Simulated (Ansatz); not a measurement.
Ti:

```
Ti
1.0
     0.00000    2.03000    2.03000
     2.03000    0.00000    2.03000
     2.03000    2.03000    0.00000
Ti
1
Direct
  0.00000 0.00000 0.00000
```

This isn't the form of Ti at room conditions, which is hcp.

Program: Ansatz 0.2.0. Alike in all runs: task band structure; potentials or basis Ansatz PAW; no spin polarisation; cell as given; k mesh 11 × 11 × 11; smearing fermi-dirac 0.05 eV.

Order these runs on this cell by their pressure, lowest first.
A. level LDA; cutoff (eV) 420
B. level r2SCAN; cutoff (eV) 500
C. level PBEsol; cutoff (eV) 420
D. level BLYP; cutoff (eV) 420

A (-5.1 GPa), C (-0.5 GPa), B (4.2 GPa), D (6.6 GPa).

Caveats: the PAW data sets come from PBE, with cores solved anew for the run's functional, which leaves a small shift of forces and pressure.

Runs at the PBE level aren't shown here.
